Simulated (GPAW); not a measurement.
# GaAs (F-43m) in GPAW: reference runs

How does GaAs come out in PBEsol? The cell is run as given and disturbed.

Program: GPAW 26.7.0. These are calculated values, not measurements. Logs are shortened: lines on timing, memory, paths and dates and some standing lists are left out, and cuts for length are marked. The log counts tension as positive stress, the text compression.

**What was measured.**

“Evidence of valence band perturbations in GaAsN/GaAs(001): A combined variable-angle spectroscopic ellipsometry and modulated photoreflectance investigation”, 2008, arxiv:0805.2212 reports, for a bulk crystal of GaAs at 300 K: band gap 1.412 ± 0.01 eV (direct).

The runs below are set against these values where they give the same quantity.

**1. Starting point**

The structure is cubic, space group F-43m (No. 216). Conventional cell: a = 5.654 Å, b = 5.654 Å, c = 5.654 Å, α = 90.00°, β = 90.00°, γ = 90.00°. As (site symmetry -43m) has 4 Ga at 2.45 Å as nearest neighbours. Ga (site symmetry -43m) is surrounded by 4 As at 2.45 Å.

**2. Single point, PBEsol**

run.py

```python
from ase import Atoms
from ase.dft.bandgap import bandgap
from ase.io import write
from ase.units import Bohr, GPa
from gpaw import GPAW, PW, setup_paths
from gpaw.elf import elf_from_dft_calculation

setup_paths.insert(0, '.')

atoms = Atoms(['As', 'Ga'],
              cell=[[0.0, 2.82685, 2.82685],
                    [2.82685, 0.0, 2.82685],
                    [2.82685, 2.82685, 0.0]],
              scaled_positions=[[0.75, 0.75, 0.75],
                                [0.0, 0.0, 0.0]],
              pbc=True)

calc = GPAW(mode=PW(600),
            xc='PBEsol',
            kpts={'size': (8, 8, 8), 'gamma': True},
            occupations={'name': 'fermi-dirac', 'width': 0.05},
            nbands=11,
            convergence={'density': 1e-05, 'energy': 1e-05},
            maxiter=150,
            txt='gpaw.txt')
atoms.calc = calc
energy = atoms.get_potential_energy()
forces = atoms.get_forces()
stress = atoms.get_stress()
calc.write('gs.gpw')
write('result.traj', atoms)
print(f'Energy: {energy:.6f} eV')
print('Forces (eV/A):')
print(forces.round(4))
print('Stress (GPa):', (stress / GPa).round(3))
print('Fermi level:', round(calc.get_fermi_level(), 4), 'eV')
print(f'Gap: {bandgap(calc)[0]:.4f} eV, direct: {bandgap(calc, direct=True)[0]:.4f} eV')

# fields on the real-space grid
write('density.cube', atoms, data=calc.get_pseudo_density() * Bohr**3)
write('potential.cube', atoms, data=calc.get_electrostatic_potential())
write('elf.cube', atoms, data=elf_from_dft_calculation(calc).data)
```

Potentials or basis: PAW data sets generated in the run's folder for this functional, pw.

Run with:

```bash
> gpaw-setup -f PBEsol As Ga
> OMP_NUM_THREADS=1 python run.py
```

gpaw.txt:

```text
__  _  _
 | _ |_)|_||  |
 |__||  | ||/\| - 26.7.0

Input parameters:
  mode=PW(ecut=600.0),
  convergence={'density': 1e-05, 'energy': 1e-05},
  kpts=MonkhorstPack(size=(8, 8, 8), gamma=True),
  maxiter=150,
  nbands=11,
  occupations=Occupations(name='fermi-dirac', width=0.05),
  xc=XC(name='PBEsol')

Diagonalizing LCAO Hamiltonian
Converting LCAO to pw mode

                    As

       Ga

Atoms  # Å, Bohr magnetons
|   | symbol |        x |        y |        z |    initial magnetic moments |
|---|--------|----------|----------|----------|-----------------------------|
| 0 |     As | 4.240275 | 4.240275 | 4.240275 | ( 0.0000,  0.0000,  0.0000) |
| 1 |     Ga | 0.000000 | 0.000000 | 0.000000 | ( 0.0000,  0.0000,  0.0000) |

Unit cell  # Å
| periodic |        x |        y |        z |  lengths |    angles |
|----------|----------|----------|----------|----------|-----------|
|      yes | 0.000000 | 2.826850 | 2.826850 | 3.997770 | 60.000000 |
|      yes | 2.826850 | 0.000000 | 2.826850 | 3.997770 | 60.000000 |
|      yes | 2.826850 | 2.826850 | 0.000000 | 3.997770 | 60.000000 |

Number of symmetries: 24
Symmetry operations  # r_c * U_cc + t_c -> r_c
|    | kind |            matrix            |
|----|------|------------------------------|
|  0 |  E   |  1, 0, 0,  0, 1, 0,  0, 0, 1 |
|  1 |  σ   |  1, 0, 0,  0, 0, 1,  0, 1, 0 |
|  2 |  σ   |  1, 0,-1,  0, 1,-1,  0, 0,-1 |
|  3 |  C3  |  1, 0,-1,  0, 0,-1,  0, 1,-1 |
|  4 |  C3  |  1,-1, 0,  0,-1, 1,  0,-1, 0 |
|  5 |  σ   |  1,-1, 0,  0,-1, 0,  0,-1, 1 |
|  6 |  σ   |  0, 1, 0,  1, 0, 0,  0, 0, 1 |
|  7 |  C3  |  0, 1, 0,  0, 0, 1,  1, 0, 0 |
|  8 |  C2  |  0, 1,-1,  1, 0,-1,  0, 0,-1 |
|  9 |  S4  |  0, 1,-1,  0, 0,-1,  1, 0,-1 |
| 10 |  C3  |  0, 0, 1,  1, 0, 0,  0, 1, 0 |
| 11 |  σ   |  0, 0, 1,  0, 1, 0,  1, 0, 0 |
| 12 |  S4  |  0, 0,-1,  1, 0,-1,  0, 1,-1 |
| 13 |  C3  |  0, 0,-1,  0, 1,-1,  1, 0,-1 |
| 14 |  S4  |  0,-1, 1,  1,-1, 0,  0,-1, 0 |
| 15 |  C2  |  0,-1, 1,  0,-1, 0,  1,-1, 0 |
| 16 |  C3  |  0,-1, 0,  1,-1, 0,  0,-1, 1 |
| 17 |  S4  |  0,-1, 0,  0,-1, 1,  1,-1, 0 |
| 18 |  S4  | -1, 1, 0, -1, 0, 1, -1, 0, 0 |
| 19 |  C3  | -1, 1, 0, -1, 0, 0, -1, 0, 1 |
| 20 |  C3  | -1, 0, 1, -1, 1, 0, -1, 0, 0 |
| 21 |  S4  | -1, 0, 1, -1, 0, 0, -1, 1, 0 |
| 22 |  σ   | -1, 0, 0, -1, 1, 0, -1, 0, 1 |
| 23 |  C2  | -1, 0, 0, -1, 0, 1, -1, 1, 0 |

BZ-sampling:
  Number of BZ points: 512
  Number of IBZ points: 29

  Monkhorst-Pack size: [8, 8, 8]
  Monkhorst-Pack shift: [0.0625, 0.0625, 0.0625]

K-points  # in reciprocal-cell coordinates
|     |                                coordinates |     weight |
|-----|--------------------------------------------|------------|
|   0 | (  0.00000000,   0.00000000,   0.00000000) | 0.00195312 |
|   1 | (  0.12500000,   0.12500000,   0.00000000) | 0.01171875 |
|   2 | (  0.12500000,   0.12500000,   0.12500000) | 0.01562500 |
|   3 | (  0.25000000,   0.12500000,   0.12500000) | 0.02343750 |
|   4 | (  0.25000000,   0.25000000,   0.00000000) | 0.01171875 |
|   5 | (  0.25000000,   0.25000000,   0.12500000) | 0.04687500 |
|   6 | (  0.25000000,   0.25000000,   0.25000000) | 0.01562500 |
|   7 | (  0.37500000,   0.25000000,  -0.37500000) | 0.04687500 |
|   8 | (  0.37500000,   0.25000000,   0.12500000) | 0.04687500 |
|   9 | (  0.37500000,   0.25000000,   0.25000000) | 0.04687500 |
| ... |                                            |            |
|  28 | (  0.50000000,   0.50000000,   0.50000000) | 0.00781250 |

Plane wave coefficients: 1540
Cutoff: 600.0 eV

Spin-components: 1 (collinear spins)
Bands:           11
Projectors:      10
Spin-degeneracy: 2
Datatype:        complex128

Parallelization:
  kpt:    1
  domain: 1
  band:   1

Density:
  Valence electrons: 8.0
  Components: 1
  Grid points: [24 24 24]
  Charge: 0.0  # |e|

Potential:
  Grid points: [24 24 24]

species:
  As:
    name:    Arsenic
    Z:       33.0
    valence: 5
    core:    28
    charge:  0.0  # [|e|]
    compensation charges:
      type: gauss
      rc: 0.33  # [Å]
      lmax: 2
    cutoffs:
      filter: 1.87  # [Å]
      core: 2.96  # [Å]
    projectors
    | kind |    occ | energy [eV] | rcut [Å] |
    |------|--------|-------------|----------|
    |   4s |  2.000 |     -14.495 |    1.058 |
    |   4p |  3.000 |      -5.197 |    1.058 |
    |    s |        |      12.716 |    1.058 |
    |    p |        |      22.014 |    1.058 |
    |    d |        |       0.000 |    1.058 |

    Using partial waves for As as LCAO basis

  Ga:
    name:    Gallium
    Z:       31.0
    valence: 3
    core:    28
    charge:  0.0  # [|e|]
    compensation charges:
      type: gauss
      rc: 0.37  # [Å]
      lmax: 2
    cutoffs:
      filter: 2.06  # [Å]
      core: 4.17  # [Å]
    projectors
    | kind |    occ | energy [eV] | rcut [Å] |
    |------|--------|-------------|----------|
    |   4s |  2.000 |      -8.959 |    1.164 |
    |   4p |  1.000 |      -2.572 |    1.164 |
    |    s |        |      18.252 |    1.164 |
    |    p |        |      24.640 |    1.164 |
    |    d |        |       0.000 |    1.164 |

    Using partial waves for Ga as LCAO basis

Reference energy: -114303.878473  # eV

eigensolver:
  PPCG
  Converge bands: occupied
  niter=2

density mixing:
  MSR1-Mixer
  Pratt-step length: 0.05
  Maximum mixing coefficient: 0.75
  Old densities: 10
  SVD Regularization: 0.005
  Good broyden scale: 1.0
  Trust region scale: 1.0
  Backstep threshold: 4.0
  History deletion threshold: 6.0
  Fourier metric: weight=20.0, sigma=0.015

occupation numbers:
  Fermi-Dirac:
    width: 0.0500  # eV

poisson solver:
  ecut: 4800.0  # eV

xc functional:
  name: PBEsol with 2 nearest neighbor stencil

convergence criteria:
- Maximum integral of absolute [dens]ity change: 1e-05 electrons / valence electron
- Maximum [total energy] change in last 3 cyles: 1e-05 eV / valence electron
- Maximum integral of absolute [eigenst]ate change: 4e-08 eV^2 / valence electron
maximum number of iterations: 150

SCF iterations
|iter     | |      energy | eigst |  dens |
|---------|-|-------------|-------|-------|
|iter:   1| |   -9.154585 | -0.67 |       |
|iter:   2| |   -9.136642 | -3.06 | -0.91 |
|iter:   3| |   -9.051428 | -2.29 | -0.94 |
|iter:   4| |   -9.051443 | -3.73 | -1.55 |
|iter:   5| |   -9.051512 | -4.80 | -2.10 |
|iter:   6| |   -9.051522c| -6.07 | -2.86 |
|iter:   7| |   -9.051522c| -7.47c| -3.59 |
|iter:   8| |   -9.051522c| -7.53c| -4.12 |
|iter:   9| |   -9.051522c| -8.60c| -5.45c|

Converged in 9 steps
Energy contributions relative to reference atoms: (reference = -114303.878473)

Energy contributions:
  Kinetic:          25.528347
  Coulomb:         -22.702370
  Zero:              0.012326
  External:          0.000000
  Xc:              -11.889813
  Entropy:          -0.000025
  Spinorbit:         0.000000
  ----------------------------
  Free energy:      -9.051535
  Extrapolated:     -9.051522

dipole moment: (-10.962240, -10.962240, -10.962240)  # |e|*Ang

Fermi level: 5.076
Eigenvalues  # (at kpt = [0.000, 0.000, 0.000])
| band index |      eig [eV] | occ [0-2] |
|------------|---------------|-----------|
|          0 |        -7.932 |     2.000 |
|          1 |         4.790 |     1.994 |
|          2 |         4.790 |     1.994 |
|          3 |         4.790 |     1.994 |
|          4 |         5.305 |     0.021 |
|          5 |         8.526 |     0.000 |
|          6 |         8.526 |     0.000 |
|          7 |         8.526 |     0.000 |
|          8 |        12.257 |     0.000 |
|          9 |        14.863 |     0.000 |
|         10 |        14.864 |     0.000 |

Gap: 0.515 eV
Transition (v -> c):
  (s=0, k=0, n=3, [0.00, 0.00, 0.00]) -> (s=0, k=0, n=4, [0.00, 0.00, 0.00])
No difference between direct/indirect transitions

Forces  # eV/Ang
|        x |        y |        z |
|----------|----------|----------|
| -0.00000 |  0.00000 |  0.00000 |  # As   0
|  0.00000 | -0.00000 | -0.00000 |  # Ga   1

Stress tensor  # eV/Ang^3
|         x |         y |         z |
|-----------|-----------|-----------|
| -0.008091 |  0.000000 | -0.000000 |
|  0.000000 | -0.008091 | -0.000000 |
| -0.000000 | -0.000000 | -0.008091 |

# Writing to gs.gpw (mode='')
```

Wall time 23 s (1 thread of Intel Xeon at 2.50GHz (Skylake/Cascade Lake), shared host); peak memory 0.15 GiB.

What came out:

* Free energy: -9.0515 eV
* Pressure: 1.3 GPa
* Band gap on the k mesh: 0.51 eV, direct

**3. Single point, PBEsol (atoms moved at random, drawn with an rms of 0.05 Å)**

Changes to run.py since step 2:

```diff
@@ -3,5 +3,4 @@
 from ase.io import write
-from ase.units import Bohr, GPa
+from ase.units import GPa
 from gpaw import GPAW, PW, setup_paths
-from gpaw.elf import elf_from_dft_calculation
 
@@ -13,4 +12,4 @@
                     [2.82685, 2.82685, 0.0]],
-              scaled_positions=[[0.75, 0.75, 0.75],
-                                [0.0, 0.0, 0.0]],
+              scaled_positions=[[0.757905, 0.739783, 0.759421],
+                                [0.009646, 0.00933, -0.020551]],
               pbc=True)
@@ -37,6 +36 @@
 print(f'Gap: {bandgap(calc)[0]:.4f} eV, direct: {bandgap(calc, direct=True)[0]:.4f} eV')
-
-# fields on the real-space grid
-write('density.cube', atoms, data=calc.get_pseudo_density() * Bohr**3)
-write('potential.cube', atoms, data=calc.get_electrostatic_potential())
-write('elf.cube', atoms, data=elf_from_dft_calculation(calc).data)
```

Potentials or basis: PAW data sets generated in the run's folder for this functional, pw.

Run with:

```bash
> gpaw-setup -f PBEsol As Ga
> OMP_NUM_THREADS=1 python run.py
```

It took 2.4 min on 1 thread of Intel Xeon at 2.50GHz (Skylake/Cascade Lake), shared host; peak memory 0.29 GiB.

Results (log left out):

```yaml
Free_energy: -9.0014 eV
Pressure: 1.6 GPa
Largest_force: 0.931 eV/Å
Band_gap_on_the_k_mesh: 0.18 eV, direct
```

Forces on the atoms (eV/Å):
```
As  -0.156 -0.745  0.536
Ga   0.156  0.745 -0.536
```

Stress tensor (GPa, compression positive):
```
 1.74 -1.62  2.25
-1.62  1.51  0.50
 2.25  0.50  1.63
```

Levels at points of the mesh, in eV from the valence-band top:
```tsv
k point	band 1	band 2	band 3	band 4	band 5	band 6	band 7
(0.00, 0.00, 0.00)	-13.06	-0.62	-0.41	0.00	0.18	3.22	3.44
(0.00, 0.00, 0.50)	-11.53	-6.61	-1.62	-1.42	0.42	4.03	4.30
(0.00, 0.50, 0.00)	-11.35	-7.22	-1.65	-1.23	0.79	4.07	4.68
(0.00, 0.50, 0.50)	-10.70	-7.17	-3.05	-2.94	1.00	1.27	9.83
(0.50, 0.00, 0.00)	-11.42	-7.00	-1.74	-1.18	0.65	3.91	4.69
(0.50, 0.00, 0.50)	-10.71	-7.14	-3.13	-2.90	0.90	1.38	9.70
(0.50, 0.50, 0.00)	-10.71	-7.15	-3.09	-2.91	0.94	1.33	9.75
(0.50, 0.50, 0.50)	-11.39	-7.08	-1.71	-1.19	0.70	3.95	4.70
```

A k mesh can miss the band edges.

**4. How close it comes**

Step 2. Measured gap of GaAs: 1.412 eV (direct; 300 K; “Evidence of valence band perturbations in GaAsN/GaAs(001): A combined variable-angle spectroscopic ellipsometry and modulated photoreflectance investigation”, 2008, arxiv:0805.2212). This calculation gives 0.51 eV (-0.90 eV). 3 values of this kind are on record (1.412 to 1.51 eV); this one was drawn at random among those near their median, those with a stated uncertainty first. Spin-orbit coupling on As, Ga is left out. The value is that of PBEsol on a finite k mesh, which can miss the band edges, without temperature or zero-point motion. Semilocal functionals fall short of measured gaps as a rule.
